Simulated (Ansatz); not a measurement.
Crystal: P.

```
CELL_PARAMETERS angstrom
1.64774 -5.46504 0.00000
1.64774 5.46504 0.00000
0.00000 0.00000 4.54364
ATOMIC_POSITIONS crystal
P 0.90414 0.09586 0.58882
P 0.09586 0.90414 0.41118
P 0.59586 0.40414 0.08882
P 0.40414 0.59586 0.91118
```

```yaml
Program: Ansatz 0.2.0
Task: single point
Functional: PBE
Potentials_or_basis: Ansatz PAW
Cutoff: "420 eV (not typed: the program's choice for these potentials)"
k_mesh: 8 × 8 × 6
Occupations: fermi-dirac, width 0.05 eV
Spin: no spin polarisation
```

On this cell: pressure 2.0 GPa; largest force 0.338 eV/Å; band gap on the k mesh 0.10 eV, direct.

The same run follows on a disturbed copy (atoms moved at random, drawn with an rms of 0.05 Å):

```
P
1.0
     1.64774   -5.46504    0.00000
     1.64774    5.46504    0.00000
     0.00000    0.00000    4.54364
P
4
Direct
  0.91262 0.10718 0.59324
  0.09423 0.90635 0.41410
  0.59181 0.40672 0.09350
  0.40068 0.58277 0.90595
```

Task: What changes?

Result: The energy moves by +24.7 meV/atom; pressure 4.0 GPa; largest force 1.478 eV/Å; band gap on the k mesh 0.30 eV, direct.

Forces in eV/Å, atoms in the order of the input:
```
P   -0.749  0.041 -0.722
P   -0.027 -0.070  0.199
P    0.037 -0.971 -0.277
P    0.740  0.999  0.800
```

Stress tensor (GPa, compression positive):
```
 2.89 -0.13  1.75
-0.13  4.66  0.13
 1.75  0.13  4.34
```

A k mesh can miss the band edges.
